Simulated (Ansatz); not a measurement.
**BN: an axial (c/a) deformation path**

One table from this session's results is given with a row withheld; the runs are named, their logs left out.

Program: Ansatz 0.2.0. Level of theory: DFT r2SCAN, scalar-relativistic, plane waves, PAW. These are calculated values, not measurements.

**The starting structure**

It takes space group Fmm2 (No. 42, orthorhombic). The conventional cell has a = 2.503 Å, b = 6.991 Å, c = 4.332 Å, α = 90.00°, β = 90.00°, γ = 90.00°. Around B (site symmetry mm2) lie 3 N at 1.44 Å. N (site symmetry mm2) is surrounded by 3 B at 1.44 Å.

Structure file:

```
CELL_PARAMETERS angstrom
0.00000 3.49532 2.16609
1.25163 0.00000 2.16609
1.25163 3.49532 0.00000
ATOMIC_POSITIONS crystal
B 0.00005 0.00005 0.99995
N 0.66665 0.66665 0.33335
```

It goes back to an entry of the Materials Project, which need not be the stable form.

No relaxation comes first: the listed cell is the starting point.

The first run:

Input file input.yaml:

```yaml
crystal:
  lattice:
    - [0.0, 3.49531583, 2.16609124]
    - [1.2516321, 0.0, 2.16609124]
    - [1.2516321, 3.49531583, 0.0]
  atoms:
    - { symbol: B, position: [4.865e-05, 4.865e-05, 0.99995135] }
    - { symbol: "N", position: [0.66665134, 0.66665134, 0.33334866] }
basis:
  ecutwfc: 500
kpoints:
  mp_grid: { grid: [12, 12, 12] }
hamiltonian:
  xc: r2scan
scf:
  occupations: { method: gaussian, width: 0.05 }
output:
  forces: true
  stress: true
  eigenvalues: true
  write_density: true
  write_potential: true
  elf: true
  volumetric_format: npy
```

On the command line:

```console
ansatz run input.yaml --threads 1 --pin off --max-ram 2560MiB --backend cpu --events-out ev --progress --plain --runs-dir out
```

Among the steps run: The undisturbed cell; ρ = 0.850; At ρ = 1.200; ρ = 0.920; Point ρ = 1.100; Point ρ = 0.960; ρ = 1.050; Point ρ = 0.800; At ρ = 1.300.

One table of the session follows, with a row left open; its other results are not shown here.

```
    ρ  ΔE (meV/atom)  pressure (GPa)  gap on the mesh (eV)
0.800          715.0            40.3                  4.16
0.850              ?               ?                     ?
0.920           91.8            11.0                  4.75
0.960           21.3             4.6                  4.60
1.000            0.0            -0.5                  4.33
1.050           30.3            -5.5                  3.98
1.100          112.0            -9.3                  3.65
1.200          392.5           -13.9                  3.02
1.300          785.0           -15.9                  2.42
```

**Question.** Estimate the row for ρ = 0.850.

Worked estimate for «ΔE (meV/atom)». A straight line through the neighbours (0.800, 715.0) and (0.920, 91.8) gives 715.0 + (91.8 − 715.0) × (0.850 − 0.800) / (0.920 − 0.800) = 455.3; a parabola fitted to 3 rows on both sides gives 380.3.

As computed: ΔE (meV/atom): 366.1; pressure (GPa): 25.9; gap on the mesh (eV): 4.50. In «ΔE (meV/atom)» the line misses by +89.2 and the parabola by +14.2.
